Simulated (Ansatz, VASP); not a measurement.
One calculation of Si3N4, two programs

```
Si N
1.0
     7.66356    0.00000    0.00000
    -3.83178    6.63684    0.00000
     0.00000    0.00000    2.92648
Si N
6 8
Direct
  0.76891 0.17501 0.25000
  0.59390 0.76891 0.75000
  0.82499 0.59390 0.25000
  0.23109 0.82499 0.75000
  0.40610 0.23109 0.25000
  0.17501 0.40610 0.75000
  0.03084 0.33000 0.25000
  0.70084 0.03084 0.75000
  0.67000 0.70084 0.25000
  0.96916 0.67000 0.75000
  0.29916 0.96916 0.25000
  0.33000 0.29916 0.75000
  0.66667 0.33333 0.25000
  0.33333 0.66667 0.75000
```

Alike in both runs: functional PBE; k mesh 3 × 3 × 7; no spin polarisation.

Ansatz relaxed the structure, and its values are those at the end. VASP's run is a single point on that final structure, the one shown.

|  | VASP | Ansatz |
| --- | --- | --- |
| version | VASP 6.6.1 | Ansatz 0.2.0 |
| potentials or method | VASP PAW PBE potentials, release 64 (Si, N) | scalar-relativistic, plane waves, PAW |
| plane-wave cutoff (eV) | 520 | 420 |
| occupations | gaussian, width 0.01 eV | fixed |
| valence electrons in the cell | 64 | 64 |

```csv
,VASP,Ansatz,Ansatz less VASP
gap on the k mesh at the Fermi level (eV),4.25,4.26,+0.011
least direct gap on the mesh (eV),4.44,4.45,+0.011
pressure (GPa),-0.3,0.0,+0.29
```

Caveats: an odd mesh through Γ misses points on the zone boundary, where band edges often lie. Expect the measured gap to be larger: semilocal functionals such as PBE lack the derivative discontinuity.
